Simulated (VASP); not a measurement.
# GaSb (F-43m) in VASP: further runs

One crystal, GaSb, is run at these levels: PBE; tasks: single point.

Everything below comes from runs of VASP 6.6.1. Logs are shortened: lines on timing, memory, paths and dates and some standing lists are left out, and cuts for length are marked.

**Experimental background.**

A printed reference work, data compilation reports, for a bulk crystal of GaSb at 4.2 K: band gap 0.811 eV (direct).

The results are compared with them further down.

## Step 1: The structure

It takes space group F-43m (No. 216, cubic). Conventional cell: a = 6.118 Å, b = 6.118 Å, c = 6.118 Å, α = 90.00°, β = 90.00°, γ = 90.00°. Around Sb (site symmetry -43m) lie 4 Ga at 2.65 Å. Around Ga (site symmetry -43m) lie 4 Sb at 2.65 Å.

## Step 2: Single point, PBE

The input, INCAR:

```
ALGO = Normal ; EDIFF = 1E-6
ENCUT = 520 ; GGA = PE
ISIF = 2 ; ISMEAR = 0
LASPH = True ; LCHARG = False
LREAL = False ; LWAVE = False
NELM = 80 ; PREC = Accurate
SIGMA = 0.02
```

The input, KPOINTS:

```
k-points
0
Gamma
  8 8 8
```

The input, POSCAR:

```
GaSb
1.0
    0.0000000000      3.0590000000      3.0590000000
    3.0590000000      0.0000000000      3.0590000000
    3.0590000000      3.0590000000      0.0000000000
Sb Ga
1 1
Direct
    0.7500000000      0.7500000000      0.7500000000
    0.0000000000      0.0000000000      0.0000000000
```

Potentials or basis: VASP PAW PBE potentials, release 64 (Sb, Ga_d).

On the command line:

```sh
$ cat potpaw_PBE.64/Sb/POTCAR potpaw_PBE.64/Ga_d/POTCAR > POTCAR
$ mpirun -np 1 vasp_std > vasp.out
```

OUTCAR:

```text
EDIFF = 1E-6
   ENCUT = 520
   GGA = PE
   ISIF = 2
   ISMEAR = 0
   LASPH = True
   LREAL = False
   NELM = 80
   PREC = Accurate

 ion  position               nearest neighbor table
   1  0.750  0.750  0.750-   2 2.65   2 2.65   2 2.65   2 2.65
   2  0.000  0.000  0.000-   1 2.65   1 2.65   1 2.65   1 2.65

  LATTYP: Found a face centered cubic cell.
 ALAT       =     6.1180000000

  Lattice vectors:

 A1 = (   0.0000000000,   3.0590000000,   3.0590000000)
 A2 = (   3.0590000000,   0.0000000000,   3.0590000000)
 A3 = (   3.0590000000,   3.0590000000,   0.0000000000)

Analysis of symmetry for initial positions (statically):
=====================================================================
 Subroutine PRICEL returns:
 Original cell was already a primitive cell.

 Routine SETGRP: Setting up the symmetry group for a
 face centered cubic supercell.

 Subroutine GETGRP returns: Found 24 space group operations
 (whereof 24 operations were pure point group operations)
 out of a pool of 48 trial point group operations.

The static configuration has the point symmetry T_d .

Analysis of symmetry for dynamics (positions and initial velocities):
=====================================================================
 Subroutine PRICEL returns:
 Original cell was already a primitive cell.

 Routine SETGRP: Setting up the symmetry group for a
 face centered cubic supercell.

 Subroutine GETGRP returns: Found 24 space group operations
 (whereof 24 operations were pure point group operations)
 out of a pool of 48 trial point group operations.

The dynamic configuration has the point symmetry T_d .

 Subroutine INISYM returns: Found 24 space group operations
 (whereof 24 operations are pure point group operations),
 and found     1 'primitive' translations

----------------------------------------------------------------------------------------

                                     Primitive cell

  volume of cell :      57.2491

  direct lattice vectors                    reciprocal lattice vectors
     0.000000000  3.059000000  3.059000000    -0.163452109  0.163452109  0.163452109
     3.059000000  0.000000000  3.059000000     0.163452109 -0.163452109  0.163452109
     3.059000000  3.059000000  0.000000000     0.163452109  0.163452109 -0.163452109

  length of vectors
     4.326079287  4.326079287  4.326079287     0.283107357  0.283107357  0.283107357

  position of ions in fractional coordinates (direct lattice)
     0.750000000  0.750000000  0.750000000
     0.000000000  0.000000000  0.000000000

[... 82 lines left out ...]
   ISIF   =      2    stress and relaxation
   ISYM   =      2    0-nonsym 1-usesym 2-fastsym
   POTIM  = 0.5000    time-step for ionic-motion
   TEBEG  =    0.0;   TEEND  =   0.0 temperature during run
   PSTRESS=    0.0 pullay stress
   NELECT =      18.0000    total number of electrons
   NUPDOWN=      -1.0000    fix difference up-down
   EMIN   =  10.00;   EMAX   =-10.00  energy-range for DOS
   EFERMI =   0.00;   METHOD = LEGACY
   ISMEAR =     0;   SIGMA  =   0.02  broadening in eV -4-tet -1-fermi 0-gaus
   EFERMI_NEDOS =   21; number of points for ismear=-14 and -15
   IALGO  =     38    algorithm
   IMIX   =      4    mixing-type and parameters
     AMIX     =   0.40;   BMIX     =  1.00
     AMIX_MAG =   1.60;   BMIX_MAG =  1.00
  volume/ion in A,a.u.               =      28.62       193.17
  Fermi-wavevector in a.u.,A,eV,Ry     =   1.113208  2.103657 16.860766  1.239231
  Thomas-Fermi vector in A             =   2.249790
   LORBIT       =      0    0 simple, 1 ext, 2 COOP (PROOUT), +10 PAW based schemes
   GGA     = PE    functional components
   LHFCALC =     F    Hartree Fock is set to
   AEXX    =    0.0000 exact exchange contribution
   IVDW    =     0    specifies the selected vdW correction
   LEPSILON=     F    determine dielectric tensor
   LRPA    =     F    only Hartree local field effects (RPA)
 non-spin polarized calculation
 Gauss-broadening in eV      SIGMA  =   0.02
  energy-cutoff  :      520.00
  volume of cell :       57.25
 maximum number of plane-waves:      1572
   NGX = 17   NGY = 17   NGZ = 17

 number of electron      17.9999986 magnetization

 Free energy of the ion-electron system (eV)
  ---------------------------------------------------
  ext. energy  EPLUGINS =         0.00000000
  ---------------------------------------------------
  free energy    TOTEN  =        -7.34582627 eV

  energy without entropy =       -7.34579327  energy(sigma->0) =       -7.34580977

 E-fermi :   4.8936     XC(G=0):  -9.0882

 val. band max:        4.8712875853   @ k =   0.0000   0.0000   0.0000
 cond. band min:       4.9070675585   @ k =   0.0000   0.0000   0.0000
 fundamental gap:      0.0357799733
 Fermi energy:         4.8936344804

 k-point     1 :       0.0000    0.0000    0.0000
  band No.  band energies     occupation
      1     -10.1658      2.00000
      2     -10.1658      2.00000
      3     -10.1658      2.00000
      4     -10.1162      2.00000
      5     -10.1162      2.00000
      6      -6.6051      2.00000
      7       4.8713      1.88596
      8       4.8713      1.88593
      9       4.8713      1.88593
     10       4.9071      0.34218
     11       7.6464      0.00000
     12       7.6464      0.00000
     13       7.6464      0.00000
[... 354 lines left out ...]
  band No.  band energies     occupation
      1     -10.1985      2.00000
      2     -10.1521      2.00000
      3     -10.1491      2.00000
      4     -10.1192      2.00000
      5     -10.1160      2.00000
      6      -4.6266      2.00000
      7      -1.4737      2.00000
      8       1.7756      2.00000
      9       2.9766      2.00000
     10       7.1731      0.00000
     11       8.3037      0.00000
     12      10.2514      0.00000
     13      11.2954      0.00000

 [... further k-points ...]
[... 5 lines left out ...]
  --------------------------------------------------------------------------------------
  -------------------------------------------------------------------------------------
  Total        0.8520759      0.8520759      0.8520759     -0.0000000      0.0000000     -0.0000000
  in kB       23.8462693     23.8462693     23.8462693     -0.0000000      0.0000000     -0.0000000
  external PRESSURE =      23.8462693 kB  Pullay stress =       0.0000000 kB

 VOLUME and BASIS-vectors are now :
 -----------------------------------------------------------------------------
  energy-cutoff  :      520.00
  volume of cell :       57.25
      direct lattice vectors                 reciprocal lattice vectors
     0.000000000  3.059000000  3.059000000    -0.163452109  0.163452109  0.163452109
     3.059000000  0.000000000  3.059000000     0.163452109 -0.163452109  0.163452109
     3.059000000  3.059000000  0.000000000     0.163452109  0.163452109 -0.163452109

 POSITION                                       TOTAL-FORCE (eV/Angst)
 -----------------------------------------------------------------------------------
      4.58850      4.58850      4.58850        -0.000000     -0.000000     -0.000000
      0.00000      0.00000      0.00000         0.000000      0.000000      0.000000
 -----------------------------------------------------------------------------------
    total drift:                               -0.000002     -0.000002     -0.000002

  FREE ENERGIE OF THE ION-ELECTRON SYSTEM (eV)
  ---------------------------------------------------
  free  energy   TOTEN  =        -7.3458262740 eV

  energy  without entropy=       -7.3457932666  energy(sigma->0) =       -7.34580977
```

OSZICAR:

```text
N       E                     dE             d eps       ncg     rms          rms(c)
DAV:   1     0.792094800475E+02    0.79209E+02   -0.89200E+03   762   0.172E+03
DAV:   2    -0.161630671039E+01   -0.80826E+02   -0.77980E+02   849   0.312E+02
DAV:   3    -0.729435591752E+01   -0.56780E+01   -0.56598E+01   924   0.715E+01
DAV:   4    -0.739805298133E+01   -0.10370E+00   -0.10367E+00   875   0.110E+01
DAV:   5    -0.740082011508E+01   -0.27671E-02   -0.27671E-02   944   0.160E+00    0.319E+00
DAV:   6    -0.735732144441E+01    0.43499E-01   -0.72855E-02  1085   0.483E+00    0.192E+00
DAV:   7    -0.734435418805E+01    0.12967E-01   -0.44291E-02   849   0.195E+00    0.342E-01
DAV:   8    -0.734528397337E+01   -0.92979E-03   -0.49041E-03   899   0.988E-01    0.772E-02
DAV:   9    -0.734575763179E+01   -0.47366E-03   -0.71492E-04   847   0.252E-01    0.349E-02
DAV:  10    -0.734581001435E+01   -0.52383E-04   -0.69196E-05   899   0.554E-02    0.150E-02
DAV:  11    -0.734582545120E+01   -0.15437E-04   -0.25699E-05   789   0.419E-02    0.496E-03
DAV:  12    -0.734582658862E+01   -0.11374E-05   -0.17245E-06   855   0.887E-03    0.145E-03
DAV:  13    -0.734582627397E+01    0.31465E-06   -0.18084E-07   417   0.675E-03
   1 F= -.73458263E+01 E0= -.73458098E+01  d E =-.330074E-04
```

stdout:

```text
POSCAR found type information on POSCAR SbGa
 POSCAR found :  2 types and       2 ions
 scaLAPACK will be used
 LDA part: xc-table for (Slater+PW92), standard interpolation
 POSCAR, INCAR and KPOINTS ok, starting setup
 FFT: planning ... GRIDC
 FFT: planning ... GRID_SOFT
 FFT: planning ... GRID
 WAVECAR not read
 entering main loop
```

It took 15 s on 1 thread of Intel Xeon Platinum 8488C (Sapphire Rapids), shared host; peak memory 0.18 GiB.

What came out:

* Free energy: -7.3458 eV
* Pressure: 2.4 GPa
* Band gap on the k mesh: 0.04 eV, direct

Levels at points of the mesh, in eV from the valence-band top:
```tsv
k point	band 7	band 8	band 9	band 10	band 11	band 12
(0.00, 0.00, 0.00)	0.00	0.00	0.00	0.04	2.78	2.78
(0.50, 0.00, 0.00)	-6.37	-1.15	-1.15	0.40	3.75	3.75
(0.50, 0.50, 0.00)	-6.81	-2.57	-2.57	0.90	1.25	8.68
```

Caveat: spin-orbit coupling is left out, which moves the levels of the heavy elements.

## Step 3: Single point, PBE, spin-orbit coupling, no magnetisation

The input, INCAR:

```
PREC = Accurate ; ENCUT = 600
EDIFF = 1E-7 ; ISMEAR = 0
SIGMA = 0.02 ; LREAL = False
LASPH = True ; NELM = 100
ALGO = Normal ; ISIF = 2
LWAVE = False ; LCHARG = False
MAGMOM = 0 0 0 0 0 0 ; LORBIT = 11
LSORBIT = True ; GGA_COMPAT = False
GGA = PE ; NBANDS = 34
```

The input, KPOINTS:

```
Automatic mesh
0
Gamma
  8 8 8
```

POSCAR is that of step 2.

Potentials or basis: VASP PAW PBE potentials, release 64 (Sb, Ga_d).

On the command line:

```sh
$ cat potpaw_PBE.64/Sb/POTCAR potpaw_PBE.64/Ga_d/POTCAR > POTCAR
$ mpirun -np 1 vasp_ncl > vasp.out
```

OUTCAR:

```text
PREC = Accurate
   ENCUT = 600
   EDIFF = 1E-7
   ISMEAR = 0
   LREAL = False
   LASPH = True
   NELM = 100
   ISIF = 2
   LORBIT = 11
   LSORBIT = True
   GGA = PE

 Found     43 irreducible k-points:

 Following reciprocal coordinates:
            Coordinates               Weight
  0.000000  0.000000  0.000000      1.000000
  0.125000  0.000000  0.000000      4.000000
 -0.125000  0.000000  0.000000      4.000000
  0.250000  0.000000  0.000000      4.000000
 -0.250000  0.000000  0.000000      4.000000
  0.375000  0.000000  0.000000      4.000000
   k-points           NKPTS =     43   k-points in BZ     NKDIM =     43   number of bands    NBANDS=     34
   number of dos      NEDOS =    301   number of ions     NIONS =      2
   total plane-waves  NPLWV =  46656
   dimension x,y,z NGX =    36 NGY =   36 NGZ =   36
   dimension x,y,z NGXF=    72 NGYF=   72 NGZF=   72
   ions per type =               1   1
   NGX,Y,Z   is equivalent  to a cutoff of  13.83, 13.83, 13.83 a.u.
   NGXF,Y,Z  is equivalent  to a cutoff of  27.67, 27.67, 27.67 a.u.
 SYSTEM =  unknown system
   PREC   = accura    normal or accurate (medium, high low for compatibility)
   ISTART =      0    job   : 0-new  1-cont  2-samecut
   ICHARG =      2    charge: 1-file 2-atom 10-const
   ISPIN  =      1    spin polarized calculation?
   LNONCOLLINEAR =      T non collinear calculations
   LSORBIT =      T    spin-orbit coupling
   LASPH  =      T    aspherical Exc in radial PAW
   ENCUT  =  600.0 eV  44.10 Ry    6.64 a.u.   8.64  8.64  8.64*2*pi/ulx,y,z
   NELM   =    100;   NELMIN=  2; NELMDL= -5     # of ELM steps
   EDIFF  = 0.1E-06   stopping-criterion for ELM
   LREAL  =      F    real-space projection
   EDIFFG = 0.1E-05   stopping-criterion for IOM
   NSW    =      0    number of steps for IOM
   IBRION =     -1    ionic relax: 0-MD 1-quasi-New 2-CG
   NFREE  =      0    steps in history (QN), initial steepest desc. (CG)
   ISIF   =      2    stress and relaxation
   ISYM   =      2    0-nonsym 1-usesym 2-fastsym
   POTIM  = 0.5000    time-step for ionic-motion
   TEBEG  =    0.0;   TEEND  =   0.0 temperature during run
   PSTRESS=    0.0 pullay stress
   NELECT =      18.0000    total number of electrons
   NUPDOWN=      -1.0000    fix difference up-down
[... 273 lines left out ...]
 -----------------------------------------------------------------------------------
    total drift:                               -0.000000     -0.000000     -0.000000

  FREE ENERGIE OF THE ION-ELECTRON SYSTEM (eV)
  ---------------------------------------------------
  free  energy   TOTEN  =        -7.4133224118 eV

  energy  without entropy=       -7.4132783345  energy(sigma->0) =       -7.41330037

 Spin-Orbit-Coupling matrix elements

 Ion:    1  E_soc:     -0.1240934
 l=   1
     0.0000000    -0.0205358    -0.0205358
    -0.0205358     0.0000000    -0.0205358
    -0.0205358    -0.0205358     0.0000000
 l=   2
     0.0000000    -0.0000572     0.0000000    -0.0000572    -0.0000892
    -0.0000572     0.0000000    -0.0000669    -0.0000572    -0.0000223
     0.0000000    -0.0000669     0.0000000    -0.0000669     0.0000000
    -0.0000572    -0.0000572    -0.0000669     0.0000000    -0.0000223
    -0.0000892    -0.0000223     0.0000000    -0.0000223     0.0000000
 l=   3
     0.0000000     0.0000000     0.0000000     0.0000000     0.0000000     0.0000000     0.0000000
     0.0000000     0.0000000     0.0000000     0.0000000     0.0000000     0.0000000     0.0000000
     0.0000000     0.0000000     0.0000000     0.0000000     0.0000000     0.0000000     0.0000000
     0.0000000     0.0000000     0.0000000     0.0000000     0.0000000     0.0000000     0.0000000
     0.0000000     0.0000000     0.0000000     0.0000000     0.0000000     0.0000000     0.0000000
     0.0000000     0.0000000     0.0000000     0.0000000     0.0000000     0.0000000     0.0000000
     0.0000000     0.0000000     0.0000000     0.0000000     0.0000000     0.0000000     0.0000000

 Ion:    2  E_soc:     -0.0125596
 l=   1
     0.0000000    -0.0012800    -0.0012800
    -0.0012800     0.0000000    -0.0012800
    -0.0012800    -0.0012800     0.0000000
 l=   2
     0.0000000    -0.0001524     0.0000000    -0.0001524    -0.0006608
    -0.0001524     0.0000000    -0.0004956    -0.0001524    -0.0001652
     0.0000000    -0.0004956     0.0000000    -0.0004956     0.0000000
    -0.0001524    -0.0001524    -0.0004956     0.0000000    -0.0001652
    -0.0006608    -0.0001652     0.0000000    -0.0001652     0.0000000
 l=   3
     0.0000000     0.0000000     0.0000000     0.0000000     0.0000000     0.0000000     0.0000000
     0.0000000     0.0000000     0.0000000     0.0000000     0.0000000     0.0000000     0.0000000
     0.0000000     0.0000000     0.0000000     0.0000000     0.0000000     0.0000000     0.0000000
     0.0000000     0.0000000     0.0000000     0.0000000     0.0000000     0.0000000     0.0000000
     0.0000000     0.0000000     0.0000000     0.0000000     0.0000000     0.0000000     0.0000000
     0.0000000     0.0000000     0.0000000     0.0000000     0.0000000     0.0000000     0.0000000
     0.0000000     0.0000000     0.0000000     0.0000000     0.0000000     0.0000000     0.0000000

 total charge

# of ion       s       p       d       tot
------------------------------------------
    1        1.128   1.344   0.028   2.500
    2        0.910   0.765   9.963  11.637
--------------------------------------------------
tot          2.038   2.109   9.990  14.137

 magnetization (x)

# of ion       s       p       d       tot
------------------------------------------
    1        0.000   0.000   0.000   0.000
    2        0.000   0.000   0.000   0.000
--------------------------------------------------
tot          0.000   0.000   0.000   0.000

 magnetization (y)

# of ion       s       p       d       tot
------------------------------------------
    1        0.000   0.000  -0.000  -0.000
    2        0.000   0.000   0.000   0.000
--------------------------------------------------
tot          0.000   0.000  -0.000  -0.000

 magnetization (z)

# of ion       s       p       d       tot
------------------------------------------
    1        0.000   0.000  -0.000   0.000
    2       -0.000   0.000   0.000  -0.000
--------------------------------------------------
tot         -0.000   0.000  -0.000  -0.000
```

It took 2.6 min on 1 thread of Intel Xeon 6975P-C (Granite Rapids), shared host; peak memory 0.47 GiB.

The run converged, but some of its settings lie outside the range that counts as converged, so its numbers aren't taken as properties of the crystal.

Results:

| Quantity | Value |
| --- | --- |
| Free energy | -7.4133 eV |
| Pressure | 2.5 GPa |
| Valence electrons inside the program's atomic spheres | Sb 2.50; Ga 11.64 |

## Step 4: Single point, PBE, spin-orbit coupling, no magnetisation

Edit INCAR of step 3 so:

```diff
@@ -1,2 +1,2 @@
-PREC = Accurate ; ENCUT = 600
+PREC = Accurate ; ENCUT = 350
 EDIFF = 1E-7 ; ISMEAR = 0
```

The input, KPOINTS:

```
Automatic mesh
0
Gamma
  9 9 9
```

POSCAR is that of step 3.

On the command line:

```sh
$ cat potpaw_PBE.64/Sb/POTCAR potpaw_PBE.64/Ga_d/POTCAR > POTCAR
$ mpirun -np 1 vasp_ncl > vasp.out
```

Run time: 86 s. Hardware: 1 thread of Intel Xeon 6975P-C (Granite Rapids), shared host; peak memory 0.29 GiB.

These settings aren't checked as converged: the numbers below hold their error.

Results:

```
Free energy                                           : -7.4164 eV
Pressure                                              : 2.4 GPa
Valence electrons inside the program's atomic spheres : Sb 2.50; Ga 11.64
```

Caveat: the cutoff is under 1.25 times the usual one of these potentials, so pressure, stress and relaxed cells hold a basis-set (Pulay) error.

## Step 5: How close it comes

Step 2. A measured gap of GaSb is 0.811 eV (direct; 4.2 K; a printed reference work, data compilation); the calculated 0.04 eV misses it by -0.78 eV. Spin-orbit coupling on Ga, Sb is left out. The value is that of PBE on a finite k mesh, which can miss the band edges, without temperature or zero-point motion. Semilocal functionals fall short of measured gaps as a rule.
